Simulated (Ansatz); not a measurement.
Here is an Ansatz 0.2.0 calculation.

File input.yaml:

```yaml
crystal:
  lattice:
    - [0.0, 2.8755854299, 2.8755854299]
    - [2.8755854299, 0.0, 2.8755854299]
    - [2.8755854299, 2.8755854299, 0.0]
  atoms:
    - { symbol: Ge, position: [0.0, 0.0, 0.0] }
    - { symbol: Fe, position: [0.75, 0.75, 0.75], spin: 3.0 }
    - { symbol: Fe, position: [0.25, 0.25, 0.25], spin: -3.0 }
    - { symbol: Fe, position: [0.5, 0.5, 0.5], spin: 3.0 }
hamiltonian:
  xc: pbesol
  pseudopotentials: { kind: paw }
magnetization:
  spin_polarized: true
kpoints:
  mp_grid: { grid: [8, 8, 8] }
scf:
  occupations: { method: fermi_dirac, width: 0.05 }
output:
  forces: true
  stress: true
  eigenvalues: true
```

Potentials or basis: Ansatz PAW.

Run with:

```console
$ ansatz run input.yaml --threads 2 --pin off --max-ram 5632MiB --backend cpu --events-out ev --progress --plain --runs-dir out
```

Predict the absolute moment.

6.05 μB per cell.

Predict the band gap on the k mesh.

none (metal or under the smearing width).

Caveat: the starting moments weren't kept.
